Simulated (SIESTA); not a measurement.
Runs of SIESTA 5.4.2 on WS2. Symmetry: R3m, No. 160, trigonal system. Conventional cell: a = 3.158 Å, b = 3.158 Å, c = 18.490 Å, α = 90.00°, β = 90.00°, γ = 120.00°. Around W (site symmetry 3m) lie 6 S at 2.39 to 2.42 Å. S (site symmetry 3m) has 3 W at 2.42 Å as nearest neighbours. Around S (site symmetry 3m) lie 3 W at 2.39 Å. Measurements of this composition are mostly on another form, of space group No. 194.

| task | level | potentials or basis | gap on the mesh (eV) | pressure (GPa) | V0 of scaled cells (Å³/atom) | B0 (GPa) | largest force (eV/Å) |
| --- | --- | --- | --- | --- | --- | --- | --- |
| band structure | PBEsol | PseudoDojo 0.4 standard (PBEsol files), DZP (energy shift 0.003 Ry; two zetas on semicore shells) | 1.09 | 2.5 | - | - | 0.71 |
| equation of state | LDA | PseudoDojo 0.4 standard (LDA files), DZP (energy shift 0.003 Ry; two zetas on semicore shells) | - | - | 17.65 | 177 | - |
| equation of state | PBEsol | PseudoDojo 0.4 standard (PBEsol files), DZP (energy shift 0.003 Ry; two zetas on semicore shells) | - | - | 18.00 | 169 | - |
| band structure | LDA | PseudoDojo 0.4 standard (LDA files), DZP (energy shift 0.003 Ry; two zetas on semicore shells) | 1.06 | (a) | - | - | 0.61 |
| band structure | BLYP | PseudoDojo 0.4 standard (PBE files), DZP (energy shift 0.003 Ry; two zetas on semicore shells) | 1.15 | 15.5 | - | - | (b) |

Alike in all rows: no spin polarisation; cell as given; k mesh 10 × 10 × 10; smearing fermi-dirac 0.05 eV; grid cutoff 800 Ry; energy shift 0.003 Ry.

**Question.** Fill in the values left out.

**Answer.** (a) -0.9; (b) 1.37.

Caveats: short orbitals over semicore shells can move pressures by several GPa; the basis of atomic orbitals isn't converged, which shifts pressures, moduli and gaps; spin-orbit coupling is left out, which moves the levels of the heavy elements (some runs); the cell was scaled at fixed shape and fractional positions, which overstates the stiffness of a crystal with free parameters, most of all of layers and chains (some runs); the potentials were made for another functional, which shifts forces and pressure (some runs).

A k mesh can miss the band edges, and the runs leave out spin-orbit coupling on W.

Not every run made on this cell is shown here.
